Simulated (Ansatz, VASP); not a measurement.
**One calculation of PbS (Galena), two programs**

File INCAR:

```
SYSTEM = PbS
PREC = Accurate ; ENCUT = 520
EDIFF = 1E-6 ; ISMEAR = 0
SIGMA = 0.01 ; LREAL = .FALSE.
LASPH = .TRUE. ; NELM = 60
ALGO = Normal ; ISIF = 2
LWAVE = .FALSE. ; LCHARG = .FALSE.
GGA = PE ; IVDW = 13
NBANDS = 17
```

Contents of KPOINTS:

```
Automatic mesh
0
G
  4 4 4
  0 0 0
```

Contents of POSCAR:

```
PbS
1.0
   -0.0838600000      2.9674300000      3.0347600000
    2.8986900000     -0.0188600000      2.9697600000
    2.8989000000      2.9026400000     -0.0190700000
Pb S
1 1
Direct
    0.0172821955      0.9786683691      0.0014051878
    0.4897500000      0.4950700000      0.5116800000
```

Input for Ansatz:

```yaml
crystal:
  lattice:
    - [-0.08386, 2.96743, 3.03476]
    - [2.89869, -0.01886, 2.96976]
    - [2.8989, 2.90264, -0.01907]
  atoms:
    - { symbol: Pb, position: [0.01728219547655152, 0.9786683690555062, 0.0014051877661038102] }
    - { symbol: S, position: [0.48975, 0.49507, 0.51168] }
basis:
  ecutwfc: 540.0
  xc_grid: 2
kpoints:
  mp_grid:
    grid: [4, 4, 4]
hamiltonian:
  xc: pbe
  dispersion: d4
scf:
  convergence:
    dr2_threshold: 1.0e-09
  occupations:
    method: fixed
output:
  forces: true
  stress: true
```

Alike in both runs: task single point; functional PBE; dispersion D4; k mesh 4 × 4 × 4; no spin polarisation.

|  | VASP | Ansatz |
| --- | --- | --- |
| version | VASP 6.6.1 | Ansatz 0.2.0 |
| potentials or method | VASP PAW PBE potentials, release 64 (Pb_d, S) | plane waves, PAW |
| plane-wave cutoff (eV) | 520 | 540 |
| occupations | gaussian, width 0.01 eV | fixed |
| valence electrons in the cell | 20 | 20 |

Ansatz gave:

```
pressure (GPa)                                  : 0.4
largest component of the traceless stress (GPa) : 2.16
rms of the force components (eV/Å)              : 0.018
dispersion energy (meV/atom)                    : -379.0
```

Question: Estimate VASP's values.

Answer: Pressure (GPa): 0.3; largest component of the traceless stress (GPa): 2.16; rms of the force components (eV/Å): 0.017; dispersion energy (meV/atom): -378.9.

Atom by atom the forces differ by 0.001 eV/Å (rms over components). Ansatz warned: «stress_scf_threshold_loose».

Caveats: the k mesh is coarse (spacing up to 0.46 Å⁻¹), so the values aren't converged.
